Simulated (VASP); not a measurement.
The system is Re.

```
Re
1.0
     0.00000    1.94040    1.94040
     1.94040    0.00000    1.94040
     1.94040    1.94040    0.00000
Re
1
Cartesian
  0.0000 0.0000 0.0000
```

This isn't the form of Re at room conditions, which is hcp.

Base run:

| Quantity | Value |
| --- | --- |
| Program | VASP 6.6.1 |
| Functional | PBEsol |
| Potentials or basis | VASP PAW PBE potentials, release 64 (Re) |
| Cutoff | 520 eV |
| k mesh | 18 × 18 × 18 |
| Occupations | gaussian, width 0.5 eV |
| Spin | no spin polarisation |

Its results: band gap on the k mesh none (metal or under the smearing width); pressure 0.4 GPa.

The run is repeated on the same cell with these changes: cutoff from 520 eV to 900 eV; occupations from gaussian, width 0.5 eV to gaussian, width 0.1 eV. What comes out?

Band gap on the k mesh none (metal or under the smearing width); pressure 0.0 GPa.

Caveats: the PAW data sets were made with another functional, which shifts forces and pressure a little.
